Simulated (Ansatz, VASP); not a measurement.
# One calculation of P, two programs

```
P
1.0
     1.67395    0.96646    3.17663
    -1.67395    0.96646    3.17663
     0.00000   -1.93291    3.17663
P
2
Direct
  0.22708 0.22708 0.22708
  0.77292 0.77292 0.77292
```

Change from the starting cell: strain -0.030 along x and y, +0.015 along z, atoms carried along.

Alike in both runs: task single point; functional PBEsol; k mesh 18 × 18 × 18; occupations gaussian, width 0.15 eV; no spin polarisation.

|  | VASP | Ansatz |
| --- | --- | --- |
| version | VASP 6.6.1 | Ansatz 0.2.0 |
| potentials or method | VASP PAW PBE potentials, release 64 (P) | scalar-relativistic, plane waves, PAW |
| plane-wave cutoff (eV) | 520 | 420 |
| valence electrons in the cell | 10 | 10 |

Ansatz gave:

```
gap on the k mesh at the Fermi level (eV)       : none
pressure (GPa)                                  : 3.9
largest component of the traceless stress (GPa) : 3.81
rms of the force components (eV/Å)              : 0.331
```

Question: Which values does VASP return?

Answer: gap on the k mesh at the Fermi level (eV): none; pressure (GPa): 4.0; largest component of the traceless stress (GPa): 3.69; rms of the force components (eV/Å): 0.308.

Atom by atom the forces differ by 0.023 eV/Å (rms over components). A gap of «none» marks a metal or a gap that the smearing closes.

Caveats: the PAW data sets were made with another functional, which shifts forces and pressure a little (VASP).
